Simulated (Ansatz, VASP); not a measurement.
**One calculation of Mo, two programs**

File INCAR:

```
SYSTEM = Mo
ALGO = Fast
EDIFF = 1E-6
ENCUT = 520
GGA = PE
ISIF = 2
ISMEAR = 0
LASPH = .TRUE.
LCHARG = .TRUE.
LELF = .TRUE.
LREAL = .FALSE.
LVHAR = .TRUE.
LWAVE = .FALSE.
NBANDS = 13
NELM = 60
PREC = Accurate
SIGMA = 0.1
```

KPOINTS

```
k-points
0
G
  18 18 18
  0 0 0
```

File POSCAR:

```
Mo
1.0
   -1.6112132687      1.6112132687      1.6112132687
    1.6112132687     -1.6112132687      1.6112132687
    1.6112132687      1.6112132687     -1.6112132687
Mo
1
Direct
    0.0000000000      0.0000000000      0.0000000000
```

Input for Ansatz:

```yaml
crystal:
  lattice:
    - [-1.6112132687, 1.6112132687, 1.6112132687]
    - [1.6112132687, -1.6112132687, 1.6112132687]
    - [1.6112132687, 1.6112132687, -1.6112132687]
  atoms:
    - { symbol: Mo, position: [0.0, 0.0, 0.0] }
basis:
  ecutwfc: 420
kpoints:
  mp_grid: { grid: [18, 18, 18] }
hamiltonian:
  xc: pbe
scf:
  occupations: { method: gaussian, width: 0.1 }
output:
  forces: true
  stress: true
  eigenvalues: true
```

Alike in both runs: task single point; functional PBE; k mesh 18 × 18 × 18; occupations gaussian, width 0.1 eV; no spin polarisation.

|  | VASP | Ansatz |
| --- | --- | --- |
| version | VASP 6.6.1 | Ansatz 0.2.0 |
| potentials or method | VASP PAW PBE potentials, release 64 (Mo_sv) | scalar-relativistic, plane waves, PAW |
| plane-wave cutoff (eV) | 520 | 420 |
| valence electrons in the cell | 14 | 14 |

|  | VASP | Ansatz | Ansatz less VASP |
| --- | --- | --- | --- |
| gap on the k mesh at the Fermi level (eV) | none | none | - |
| pressure (GPa) | -12.9 | -13.3 | -0.45 |

A gap of «none» marks a metal or a gap that the smearing closes.
